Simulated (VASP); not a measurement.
Input of a VASP 6.6.1 run:

File INCAR:

```
SYSTEM = CdS
PREC     = Accurate       ! precision mode
ENCUT    = 600            ! plane-wave cutoff, eV
EDIFF    = 1E-7           ! SCF threshold, eV
ISMEAR   = 0              ! smearing method
SIGMA    = 0.02           ! smearing width, eV
LREAL    = .FALSE.        ! projectors in reciprocal space
LASPH    = .TRUE.         ! aspherical terms in the spheres
NELM     = 60             ! most SCF steps
ALGO     = Fast           ! electronic algorithm
ISIF     = 2              ! what is computed and relaxed
LWAVE    = .FALSE.        ! write WAVECAR
LCHARG   = .FALSE.        ! write CHGCAR
GGA      = PE             ! functional
NBANDS   = 16             ! bands
```

Contents of KPOINTS:

```
Automatic mesh
0
G
  8 8 8
  0 0 0
```

POSCAR

```
CdS
1.0
    0.0000000000      2.9165000000      2.9165000000
    2.9165000000      0.0000000000      2.9165000000
    2.9165000000      2.9165000000      0.0000000000
Cd S
1 1
Direct
    0.0000000000      0.0000000000      0.0000000000
    0.2500000000      0.2500000000      0.2500000000
```

Potentials or basis: VASP PAW PBE potentials, release 64 (Cd, S).

The run is started by

```bash
$ cat potpaw_PBE.64/Cd/POTCAR potpaw_PBE.64/S/POTCAR > POTCAR
$ mpirun -np 1 vasp_std > vasp.out
```

Task: Predict the pressure.

Result: 3.2 GPa.

Task: Predict the band gap on the k mesh.

Result: 1.15 eV, direct.

Expect the measured gap to be larger: semilocal functionals such as PBE lack the derivative discontinuity.
